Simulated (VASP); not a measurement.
# How uniaxial stress along [001] changes GaP (F-43m), part 2 of 2

How do the elastic response and the band edges of GaP follow uniaxial stress along [001]?

VASP 6.6.1, plane waves and PAW; the level of theory is named at each step.

So far: Set-up; Relax the crystal, LDA; Strain across the axis, LDA; Band edges, TB-mBJ with spin-orbit coupling; Band edges, r2SCAN with spin-orbit coupling.

### Step 5. Band edges, r2SCAN with spin-orbit coupling (continued)

Level of this step: r2SCAN, spin-orbit coupling; plane waves and PAW (Ga_d, P); cell typed or built by script (VASP).

Parts of OUTCAR (step 5):

```text
  Total        0.6730099      0.6730099      0.3979719      0.0000000      0.0000000      0.0000000
  in kB       27.4073643     27.4073643     16.2068367      0.0000000      0.0000000      0.0000000
  external PRESSURE =      23.6738551 kB  Pullay stress =       0.0000000 kB

 POSITION                                       TOTAL-FORCE (eV/Angst)
 -----------------------------------------------------------------------------------
      0.00000      0.00000      0.00000        -0.000000     -0.000000     -0.000000
      1.34386      1.34386      1.36155         0.000000      0.000000      0.000000
 -----------------------------------------------------------------------------------
    total drift:                               -0.000004     -0.000004     -0.000003

  FREE ENERGIE OF THE ION-ELECTRON SYSTEM (eV)
  ---------------------------------------------------
  free  energy   TOTEN  =      -180.0882550304 eV

  energy  without entropy=     -180.0882550304  energy(sigma->0) =     -180.08825503

[... 2 parts as in an earlier step ...]

[... 1 further part left out ...]
[key lines of the parts left out:]
E-fermi :   4.9898
```

Numbers from this step:

```
energy(sigma→0) of the program : -180.0883 eV
stress, compression positive   : xx, yy, zz 2.74, 2.74, 1.62 GPa
```

The run ends at a pressure of 2.37 GPa.

### Step 6. The whole series

Runs beyond LDA use the data sets made with LDA; this shifts their levels slightly, and their total energies have another zero (at TB-mBJ, which has no energy functional, they mean nothing).

The other members went through these steps as far as the tables show, with the same cutoff and, step by step, the same mesh; 34 runs are not shown. The session took 4.4 core hours (wall time by ranks) on a shared machine.

```csv
strain along the axis (%),strain across the axis (%),"stress along the axis, tension positive (GPa)",energy above the unstrained row (meV/atom),"gap on the mesh, LDA (eV)"
-2.000,0.638,-1.976,2.554,1.129
-1.500,0.474,-1.495,1.460,1.197
-1.000,0.313,-1.006,0.672,1.265
-0.500,0.150,-0.510,0.188,1.334
0,0.000,0.006,0.000,1.402
0.500,-0.160,0.516,0.151,1.372
1.000,-0.312,1.041,0.604,1.343
1.500,-0.460,1.575,1.376,1.315
2.000,-0.600,2.121,2.469,1.288
```

Slopes at zero strain, from cubics through all rows: strain ratio -0.313, stress over strain 102 GPa.

Band edges at TB-mBJ with spin-orbit coupling, counted from the valence-band top at Γ, spin-orbit pairs averaged, with one row partly withheld:

```csv
strain along the axis (%),gap (eV),conduction band at Γ (eV),Δ or X valley along z (eV),Δ or X valley along x (eV),"lowest conduction level at L, [111] (eV)","lowest conduction level at L, [-111] (eV)",second valence level below the top (eV),third valence level below the top (eV)
-2.000,2.037,3.157,2.037,2.260,2.572,2.572,0.138,0.199
-1.500,2.103,3.169,2.103,2.269,2.599,2.599,0.101,0.164
-1.000,2.169,3.179,2.168,2.278,2.623,2.623,0.065,0.130
-0.500,2.232,3.187,2.231,2.285,2.643,2.643,0.030,0.100
0,2.289,3.188,2.288,2.288,2.655,2.655,0.000,0.079
0.500,2.261,3.159,?,2.260,2.635,2.635,0.022,0.098
1.000,2.233,3.128,2.341,2.232,2.613,2.613,0.033,0.127
1.500,2.206,3.096,2.366,2.205,2.588,2.588,0.039,0.162
2.000,2.179,3.062,2.391,2.178,2.560,2.560,0.042,0.200
```

Conduction masses, in electron masses:

```csv
strain along the axis (%),"conduction mass at Γ, along the strain axis or the normal of the plane","conduction mass at Γ, across the strain axis or in the plane","L [111] mass, longitudinal","L [111] mass, transverse along [1-10]"
-2.000,0.188,0.184,1.794,0.156
-1.500,0.188,0.185,1.798,0.159
-1.000,0.187,0.184,1.807,0.162
-0.500,0.185,0.184,1.808,0.165
0,0.184,0.184,1.811,0.169
0.500,0.182,0.183,1.793,0.172
1.000,0.180,0.182,1.803,0.176
1.500,0.180,0.183,1.770,0.179
2.000,0.177,0.181,1.786,0.184
```

Band edges at r2SCAN with spin-orbit coupling, counted from the valence-band top at Γ, spin-orbit pairs averaged:

```csv
strain along the axis (%),gap (eV),conduction band at Γ (eV),Δ or X valley along z (eV),Δ or X valley along x (eV),"lowest conduction level at L, [111] (eV)","lowest conduction level at L, [-111] (eV)",second valence level below the top (eV),third valence level below the top (eV)
-2.000,1.500,2.577,1.500,1.748,2.034,2.034,0.135,0.201
-1.500,1.569,2.586,1.569,1.753,2.060,2.060,0.099,0.166
-1.000,1.636,2.594,1.636,1.758,2.082,2.082,0.063,0.133
-0.500,1.702,2.600,1.702,1.762,2.101,2.101,0.029,0.104
0,1.762,2.599,1.762,1.762,2.112,2.112,0.000,0.084
0.500,1.732,2.569,1.792,1.732,2.092,2.092,0.022,0.102
1.000,1.702,2.538,1.822,1.702,2.069,2.069,0.034,0.130
1.500,1.673,2.505,1.852,1.673,2.043,2.043,0.041,0.164
2.000,1.645,2.470,1.881,1.645,2.015,2.015,0.044,0.202
```

Conduction masses, in electron masses:

```csv
strain along the axis (%),"conduction mass at Γ, along the strain axis or the normal of the plane","conduction mass at Γ, across the strain axis or in the plane","L [111] mass, longitudinal","L [111] mass, transverse along [1-10]"
-2.000,0.147,0.145,1.758,0.132
-1.500,0.146,0.145,1.765,0.134
-1.000,0.146,0.144,1.768,0.136
-0.500,0.145,0.144,1.780,0.139
0,0.143,0.143,1.763,0.141
0.500,0.142,0.142,1.782,0.144
1.000,0.141,0.142,1.755,0.147
1.500,0.140,0.141,1.749,0.150
2.000,0.138,0.141,1.729,0.153
```

### Step 7. Fit and prediction

The quantity to fit is the splitting of the Δ or X valleys (z less x) at TB-mBJ with spin-orbit coupling: -0.223, -0.166, -0.110, -0.054, 0.000, 0.108, 0.161, 0.212 eV in the rows shown.

A least-squares parabola through the 8 rows shown, with d the strain along the axis less the strain across it, in %: E = − 5.51e-4 d² + 0.08312 d + 2.54e-5 (eV), r.m.s. residual 6.8e-5 eV.

For the withheld row, d = 0.6604, the fit gives 0.0547 eV.

### Step 8. The withheld row

The calculation gives 0.0545 eV, so the prediction is 0.0002 eV too high.

The splitting is Ξu times d, with d as a fraction, so the linear term gives Ξu = 8.3 eV.

### Step 9. Results

```
Poisson ratio                                               : 0.313
Young's modulus along the axis                              : 102 GPa
gap of the unstrained cell, TB-mBJ with spin-orbit coupling : 2.29 eV
gap of the unstrained cell, r2SCAN with spin-orbit coupling : 1.76 eV
shear deformation potential Ξu of the Δ or X valleys        : 8.3 eV
error of the predicted row                                  : 0.2 meV
```

**Reading.** As a check, the curvature of the energy gives 103 GPa for the same modulus (energy per volume = E/2 × strain²), 1 % from the slope of the stress. At TB-mBJ with spin-orbit coupling the lowest conduction valley is Δ or X throughout, and the gap runs between 2.04 and 2.29 eV. At r2SCAN with spin-orbit coupling the lowest conduction valley is Δ or X throughout, and the gap runs between 1.50 and 1.76 eV. Hole masses are left out throughout, since the top bands are degenerate or cross in many series; of conduction masses, those of the Γ, L and (for Si and Ge under (001) strain) Δ valleys are kept where they change by under an eighth between rows. TB-mBJ is a potential fitted for gaps; it has no energy functional, so its total energies and forces mean nothing, and its bands tend to come out too narrow. r2SCAN opens gaps somewhat over GGA but leaves them below measured values as a rule. Δ or X levels are the lowest on their line, refined by a parabola unless they lie at X; the gap is read from all points sampled and can differ from the lowest valley by some meV, or by tens of meV where strain moves the valence top off Γ. Temperature, zero-point motion and excitons are left out.

[Lines on the potential files, build, host, timing and source positions are cut from VASP's logs without a mark.]

[Logs are printed without paths, hosts, clocks, repeated set-up lines and the standing remarks that a program may print on its own settings, such as how far it seeks lower states.]

[Hosts, paths, dates, database ids (printed as entryN), source tags and the programs' standing remarks are cut or masked in the printed files.]

[In band tables of VASP the shares of atoms and orbitals are scaled to a sum of 1 inside the atoms' spheres.]
